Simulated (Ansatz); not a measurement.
Crystal: Mg.

```
CELL_PARAMETERS angstrom
3.18871 -0.01795 0.00353
-1.60990 2.74749 -0.00479
0.00573 -0.00567 5.32230
ATOMIC_POSITIONS crystal
Mg 0.66667 0.33333 0.75000
Mg 0.33333 0.66667 0.25000
```

The cell isn't the ideal one: cell strained at random at fixed volume.

| Quantity | Value |
| --- | --- |
| Program | Ansatz 0.2.0 |
| Task | relaxation of cell and atoms |
| Functional | r2SCAN |
| Dispersion | rVV10 |
| Potentials or basis | SSSP efficiency PAW |
| Cutoff | 408 eV |
| Density cutoff | 4082 eV |
| k mesh | 7 × 7 × 4 |
| Occupations | fermi-dirac, width 0.01 eV |
| Spin | no spin polarisation |

At the start: volume 23.24 Å³/atom.

Task: How do energy, volume and symmetry change on relaxing?

Result: It ends after 4 steps and the volume is 22.62 Å³/atom (-2.7 %); space group Cmcm (No. 63, to 0.05 Å).

The path:
```csv
step,energy change (eV),largest force (eV/Å),volume (Å³)
1,0.0000,0.0029,46.47
2,-0.0040,0.0019,45.41
3,-0.0041,0.0004,45.23
4,-0.0041,0.0005,45.23
```

Final structure:
```
Mg
1.0
     3.16024   -0.02143   -0.00027
    -1.59864    2.72587   -0.00013
    -0.00057   -0.00036    5.27154
Mg
2
Direct
  0.66605 0.33395 0.74999
  0.33395 0.66605 0.25001
```

Caveat: the plane-wave basis is chosen anew once the cell has moved, so the energies of steps on either side of that aren't comparable.
